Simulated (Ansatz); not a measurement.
A run of Ansatz 0.2.0:

Contents of input.yaml:

```yaml
crystal:
  lattice:
    - [-1.9111067713, 1.9111067713, 4.2806687947]
    - [1.9111067713, -1.9111067713, 4.2806687947]
    - [1.9111067713, 1.9111067713, -4.2806687947]
  atoms:
    - { symbol: Ti, position: [0.0, 0.0, 0.0] }
    - { symbol: Al, position: [0.25, 0.75, 0.5] }
    - { symbol: Al, position: [0.75, 0.25, 0.5] }
    - { symbol: Al, position: [0.5, 0.5, 0.0] }
hamiltonian:
  xc: pbe
  pseudopotentials: { kind: paw, level: accurate }
kpoints:
  mp_grid: { grid: [10, 10, 10] }
scf:
  occupations: { method: fermi_dirac, width: 0.05 }
output:
  forces: true
  stress: true
  eigenvalues: true
```

Potentials or basis: Ansatz PAW earlier set.

Run with:

```sh
$ ansatz run input.yaml --threads 2 --pin off --max-ram 5632MiB --backend cpu --events-out ev --progress --plain --runs-dir out
```

Hardware: 2 threads of AMD EPYC 9R45 96-Core Processor (Zen 5), with other jobs on the host.

Question: Estimate the wall time of this run.

Answer: Run time: 6.1 s on 2 threads of AMD EPYC 9R45 96-Core Processor (Zen 5) (shared host), peak memory 0.87 GiB. Counts: scf iterations 8, plane waves 4871, k points 102, bands 27.
